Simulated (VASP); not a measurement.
Set up this calculation in VASP 6.6.1, as the native input.

* Task: single point
* Functional: PBE
* Potentials or basis: VASP PAW PBE potentials, release 64 (Ba_sv, S)
* Cutoff: 520 eV
* k mesh: 7 × 7 × 7
* Occupations: gaussian, width 0.011 eV
* Spin: no spin polarisation
* Further INCAR settings: ALGO = Normal; EDIFF = 1e-06

The structure of BaS lies in POSCAR:

```
BaS
1.0
    0.0000000000      3.1937500000      3.1937500000
    3.1937500000      0.0000000000      3.1937500000
    3.1937500000      3.1937500000      0.0000000000
Ba S
1 1
Direct
    0.0000000000      0.0000000000      0.0000000000
    0.5000000000      0.5000000000      0.5000000000
```

These files were run (other wordings do the same):

INCAR

```
SYSTEM = BaS
ALGO = Normal
EDIFF = 1E-6
ENCUT = 520
GGA = PE
ISIF = 2
ISMEAR = 0
LASPH = .TRUE.
LCHARG = .TRUE.
LELF = .TRUE.
LREAL = .FALSE.
LVHAR = .TRUE.
LWAVE = .FALSE.
NELM = 100
PREC = Accurate
SIGMA = 0.011
```

KPOINTS

```
k-points
0
G
  7 7 7
  0 0 0
```

Potentials or basis: VASP PAW PBE potentials, release 64 (Ba_sv, S).

The run is started by

```sh
$ cat potpaw_PBE.64/Ba_sv/POTCAR potpaw_PBE.64/S/POTCAR > POTCAR
$ mpirun -np 1 vasp_std > vasp.out
```

It gave:

```
Pressure               : 1.4 GPa
Band gap on the k mesh : 2.17 eV, indirect (least direct gap 2.31 eV)
```

Caveat: spin-orbit coupling is left out, which moves the levels of the heavy elements; an odd mesh through Γ misses points on the zone boundary, where band edges often lie.

Run time: 38 s on 1 thread of Intel(R) Xeon(R) Platinum 8375C CPU @ 2.90GHz (Ice Lake), with other jobs on the host, peak memory 0.2 GiB.
